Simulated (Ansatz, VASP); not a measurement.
## Two plane-wave programs on KBr

```
CELL_PARAMETERS angstrom
4.55930 0.00000 0.00000
-2.27965 3.94847 0.00000
0.00000 0.00000 8.02006
ATOMIC_POSITIONS crystal
K 0.00000 0.00000 0.00000
K 0.00000 0.00000 0.50000
Br 0.33333 0.66667 0.25000
Br 0.66667 0.33333 0.75000
```

Alike in both runs: task single point; functional LDA; k mesh 6 × 6 × 4; no spin polarisation.

```csv
,VASP,Ansatz
version,VASP 6.6.1,Ansatz 0.2.0
potentials or method,"VASP PAW LDA potentials, release 64 (K_sv, Br)","plane waves, PAW"
plane-wave cutoff (eV),520,420
occupations,"gaussian, width 0.01 eV",fixed
valence electrons in the cell,32,32
```

```tsv
	VASP	Ansatz	Ansatz less VASP
gap on the k mesh at the Fermi level (eV)	3.96	3.95	-0.008
```

A k mesh can miss the band edges. A hybrid or GW would open this gap; LDA tends to underestimate it.
